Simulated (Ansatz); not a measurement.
`O=C=NBCl` + `CC(=O)O` → `CC(=O)OBCl` + `N=C=O`  (ligand exchange at a B–N bond)

Gas-phase electronic energies from Ansatz, PBE0-D4/def2-TZVP geometries. CCSD(T)/CBS adds triple-zeta CCSD(T) − MP2 to the extrapolated MP2 energy (def2 sets, frozen cores). This one scheme is used for every species. DFT in def2-TZVPP. One conformer a species, not always the lowest.

`O=C=NBCl`:

Cartesian coordinates in Å:
```
O -0.912 -0.738 2.352
C -0.605 -0.551 1.251
N -0.339 -0.432 0.086
B 0.320 0.232 -0.962
Cl 1.330 1.627 -0.643
H 0.205 -0.138 -2.084
```

`CC(=O)O`:

```xyz
8

C     0.525   -0.691    0.412
C    -0.377    0.443    0.042
O    -1.032    1.100    0.803
O    -0.381    0.660   -1.287
H     0.203   -1.600   -0.098
H     1.542   -0.476    0.081
H     0.504   -0.837    1.489
H    -0.983    1.401   -1.442
```

`CC(=O)OBCl`:

Cartesian coordinates in Å:
```
C -1.576 -0.557 -0.034
C -0.441 0.368 0.245
O -0.460 1.329 0.946
O 0.681 -0.012 -0.464
B 1.934 0.368 -0.093
Cl 3.230 -0.021 -1.195
H -1.297 -1.576 0.244
H -1.782 -0.563 -1.106
H -2.456 -0.240 0.519
H 2.169 0.905 0.938
```

`N=C=O`:

```xyz
4

N    -0.280   -0.711    0.048
C     0.369    0.306    0.109
O     1.088    1.208    0.237
H    -1.177   -0.803   -0.394
```

Task: Is it downhill or uphill in electronic energy at CCSD(T)/CBS, and by how much? (Estimate.)

Result: Computed: Nearly level: ΔE = +0.02 eV.

Task: What do these levels give: LDA (SPW92), BLYP-D4, PBE0-D4, r2SCAN0-D4, PBE-QIDH, BLYP, PBE0, BHLYP, MP2/def2-TZVPP, CCSD(T)/def2-TZVPP, HF/def2-QZVPP, CCSD/CBS(def2)? (Estimate.)

Result: Ansatz gave: LDA (SPW92) 0.11, BLYP-D4 0.08, PBE0-D4 0.11, r2SCAN0-D4 0.08, PBE-QIDH 0.08, BLYP 0.10, PBE0 0.11, BHLYP 0.07, MP2/def2-TZVPP 0.06, CCSD(T)/def2-TZVPP 0.02, HF/def2-QZVPP 0.05, CCSD/CBS(def2) 0.03 eV.

Largest T1 diagnostic among the species: 0.018.

Leaving LDA and LC-ωPBE aside and taking each functional with its dispersion term where it has one, the values, not all of them listed here, spread over 0.08 eV, from ωB97M-V to revPBE-D4.
